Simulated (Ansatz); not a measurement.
Mn (P63/mmc); start Mn1↑ Mn2↓; collinear moments without spin–orbit coupling.

```
Mn
1.0
     2.48365    0.00000    0.00000
    -1.24182    2.15090    0.00000
     0.00000    0.00000    4.02620
Mn
2
Direct
  0.66667 0.33333 0.75000
  0.33333 0.66667 0.25000
```

Geometry: a structure from the Materials Project; nothing is relaxed.

Functional, mesh and filling: PBE, 12×12×7 k mesh, Fermi–Dirac smearing of 0.025 eV. PAW means Ansatz 0.2.0 on its default frozen-core files. Site moments are integrated in spheres about the atoms. Start moments (μB): Mn1 4, Mn2 -4.

The self-consistent cycle went as follows.

| iteration | Harris–Foulkes energy less the last (meV) | density residual (eV) | M (μB) | ∫|m| (μB) |
| --- | --- | --- | --- | --- |
| 1 | 1196.215 | 9.0e-01 | 0.0000 | 5.1102 |
| 2 | 1012.227 | 2.8e-01 | 0.0000 | 4.7412 |
| 3 | -77.671 | 1.3e+00 | 0.0000 | 3.1165 |
| 4 | 27.837 | 8.8e-02 | 0.0000 | 1.9630 |
| 5 | 24.950 | 1.6e-02 | 0.0003 | 1.7373 |
| 6 | -297.284 | 8.3e+00 | 0.0024 | 1.3601 |
| 7 | 6.991 | 9.7e-04 | 0.0018 | 1.3448 |
| 8 | 3.272 | 2.3e-04 | 0.0014 | 1.2070 |
| 9 | 1.354 | 1.5e-04 | 0.0003 | 1.0452 |
| 10 | 0.639 | 2.5e-05 | 0.0004 | 0.9288 |
| 11 | 0.157 | 8.2e-06 | -0.0001 | 0.7817 |
| 12 | 0.001 | 1.4e-05 | -0.0002 | 0.6315 |
| 13 | 0.003 | 5.8e-08 | -0.0002 | 0.6368 |
| 14 | 0.001 | 2.1e-06 | -0.0001 | 0.6234 |
| 15 | 0.000 | 2.5e-07 | -0.0001 | 0.6189 |
| 16 | 0.000 | 7.4e-07 | -0.0001 | 0.6166 |
| 17 | 0.000 | 8.0e-08 | -0.0001 | 0.6153 |
| 18 | 0.000 | 2.1e-09 | 0.0000 | 0.6129 |

Site moments (μB): Mn1 0.29, Mn2 -0.29. Cell moment 0.00 μB.

The Ansatz runs typed with the search for lower states off end where their start leads. These are results for the start and cell typed. The real compound can order otherwise, in a larger cell, or not at all, since semilocal functionals at zero temperature often overstate magnetism.
